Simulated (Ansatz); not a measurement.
MnAs:

```
As Mn
1.0
     3.71000    0.00000    0.00000
    -1.85500    3.21295    0.00000
     0.00000    0.00000    5.69100
As Mn
2 2
Direct
  0.66667 0.33333 0.75000
  0.33333 0.66667 0.25000
  0.00000 0.00000 0.50000
  0.00000 0.00000 0.00000
```

Base run:

| Property | Result |
| --- | --- |
| Program | Ansatz 0.2.0 |
| Functional | PBEsol |
| Potentials or basis | Ansatz PAW |
| Cutoff | 420 eV (not typed: the program's choice for these potentials) |
| k mesh | 7 × 7 × 4 |
| Occupations | fermi-dirac, width 0.05 eV |
| Spin | collinear spin, ferromagnetic start |
| Starting moments | [0.0, 0.0, 1.0, 1.0] μB |
| Fixed moment | 2 μB |

Its results: pressure -22.7 GPa; site moments As -0.10; Mn +1.13 μB.

Question: The run is repeated on the same cell with these changes: fixed moment from 2 μB to 6 μB; moments at the start from [0.0, 0.0, 1.0, 1.0] to [0.0, 0.0, 3.0, 3.0]. What comes out?

Answer: Pressure -10.0 GPa; site moments As -0.13; Mn +3.03 μB.

Caveats: the total moment is fixed, so each spin has its own Fermi level; only a ferromagnetic start was run, and an antiferromagnetic order may lie lower in energy; the PAW data sets come from PBE, with cores solved anew for the run's functional, which leaves a small shift of forces and pressure; the thresholds are loose for stress.
